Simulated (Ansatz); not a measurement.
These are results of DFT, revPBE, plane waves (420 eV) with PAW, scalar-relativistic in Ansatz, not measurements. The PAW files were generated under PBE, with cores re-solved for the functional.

An element in the simple cubic structure gives this curve. The cell is scaled uniformly from the relaxed one, with fractional coordinates and shape fixed. Energies are extrapolated to zero smearing, pressures are those at the given smearing. Magnetic state: spin not included.

```tsv
V (Å³/atom)	E − E₀ (meV/atom)	P (GPa)
17.959	133.6	20.26
18.775	52.8	11.94
19.591	10.7	5.15
20.408	0.2	-0.38
21.224	15.5	-4.89
22.040	51.8	-8.58
22.856	105.2	-11.59
```

(1) Which element is it?
A. zinc
B. lithium
C. silver
D. niobium

Answers

(1) D. Its fit is V₀ = 20.30 Å³/atom, B₀ = 128 GPa, B₀′ = 4.1.
